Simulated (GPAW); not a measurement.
Ni:

```xyz
1
Lattice="0.0000 1.7376 1.7376 1.7376 0.0000 1.7376 1.7376 1.7376 0.0000" Properties=species:S:1:pos:R:3 pbc="T T T"
Ni    0.0000    0.0000    0.0000
```

- Program: GPAW 26.7.0
- Task: relaxation of cell and atoms
- Functional: PBE
- Dispersion: D4
- Potentials or basis: GPAW PAW data sets (gpaw-data 1.2.1)
- Cutoff: 600 eV
- Basis: pw
- k mesh: 13 × 13 × 13
- Occupations: fermi-dirac, width 0.05 eV
- Spin: collinear spin, ferromagnetic start
- Starting moments: [1.0] μB

At the start: pressure 3.9 GPa; volume 10.49 Å³/atom.

**Question.** Where does the relaxation end?

**Answer.** Over 3 steps the energy falls by 2.0 meV/atom and the volume is 10.67 Å³/atom (+1.7 %); space group Fm-3m (No. 225, to 0.05 Å); moment 0.63 μB per cell.

The path:
```tsv
step	energy change (eV)	largest force (eV/Å)	pressure (GPa)	volume (Å³)
1	0.0000	0.0000	3.90	10.49
2	-0.0018	0.0000	1.29	10.61
3	-0.0020	0.0000	0.03	10.67
```

Final structure:
```yaml
crystal:
  lattice:
    - [0.00000, 1.74712, 1.74712]
    - [1.74712, 0.00000, 1.74712]
    - [1.74712, 1.74712, 0.00000]
  atoms:
    - { symbol: Ni, position: [0.00000, 0.00000, 0.00000] }
```

Caveat: each step starts from the last one's moments, so a moment once lost doesn't come back; the stock nickel data set gives pressures a few GPa off other programs; later steps reuse the first step's grids; pairwise dispersion overbinds metals, which lowers pressure and volume.
